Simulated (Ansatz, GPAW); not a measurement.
**Nb: programs and potentials compared**

```xyz
1
Lattice="-1.6640 1.6640 1.6640 1.6640 -1.6640 1.6640 1.6640 1.6640 -1.6640" Properties=species:S:1:pos:R:3 pbc="T T T"
Nb    0.0000    0.0000    0.0000
```

Alike in all runs: task single point; functional PBE; k mesh 11 × 11 × 11; occupations gaussian, width 0.023 eV; no spin polarisation; no spin-orbit coupling. Pressure is positive in compression and, in plane waves, holds the error of the finite cutoff, which Ansatz's Pulay term estimates and takes out.

```json
{"program and potentials": "Ansatz, Ansatz PAW", "plane-wave cutoff (eV)": "420", "notes": "Pulay term of +0.03 GPa included", "pressure (GPa)": "-1.73"}
{"program and potentials": "GPAW, GPAW PAW data sets (gpaw-data 1.2.1)", "plane-wave cutoff (eV)": "600", "notes": "-", "pressure (GPa)": "-2.51"}
{"program and potentials": "Ansatz, all-electron LAPW, scalar-relativistic", "plane-wave cutoff (eV)": "-", "notes": "-", "pressure (GPa)": "-1.74"}
```

The pressure spans -2.51 (GPAW, GPAW PAW data sets (gpaw-data 1.2.1)) to -1.73 GPa (Ansatz, Ansatz PAW), with all-electron results at -1.74.

Differences between rows come from potentials, basis sets and numerical settings, since the functional is the same but for its coding. Runs on potential files found faulty are left out.
